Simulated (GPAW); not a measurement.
Crystal: Si.

```
CELL_PARAMETERS angstrom
2.62054 0.00000 0.00000
-1.31027 2.26946 0.00000
0.00000 0.00000 2.46635
ATOMIC_POSITIONS crystal
Si 0.00000 0.00000 0.00000
```

This isn't the form of Si at room conditions, which is diamond.

| Quantity | Value |
| --- | --- |
| Program | GPAW 26.7.0 |
| Task | relaxation of cell and atoms |
| Functional | revPBE |
| Dispersion | D3(BJ) |
| Potentials or basis | the program's PAW data sets (release 1.2.1) made for this functional |
| Cutoff | 600 eV |
| Basis | pw |
| k mesh | 12 × 12 × 11 |
| Occupations | fermi-dirac, width 0.05 eV |
| Spin | no spin polarisation |

At the start: pressure -4.3 GPa; volume 14.67 Å³/atom.

Task: How do energy, volume and symmetry change on relaxing?

Result: Over 4 steps the energy falls by 10.2 meV/atom and the volume is 14.12 Å³/atom (-3.7 %); space group P6/mmm (No. 191, to 0.05 Å).

The path:
```tsv
step	energy change (eV)	largest force (eV/Å)	pressure (GPa)	volume (Å³)
1	0.0000	0.0000	-4.33	14.67
2	-0.0070	0.0000	-2.48	14.42
3	-0.0101	0.0000	0.20	14.10
4	-0.0102	0.0000	-0.01	14.12
```

Final structure:
```
CELL_PARAMETERS angstrom
2.57566 0.00000 0.00000
-1.28783 2.23059 0.00000
0.00000 0.00000 2.45850
ATOMIC_POSITIONS crystal
Si 0.00000 0.00000 0.00000
```

Caveat: later steps reuse the first step's grids; pairwise dispersion overbinds metals, which lowers pressure and volume.
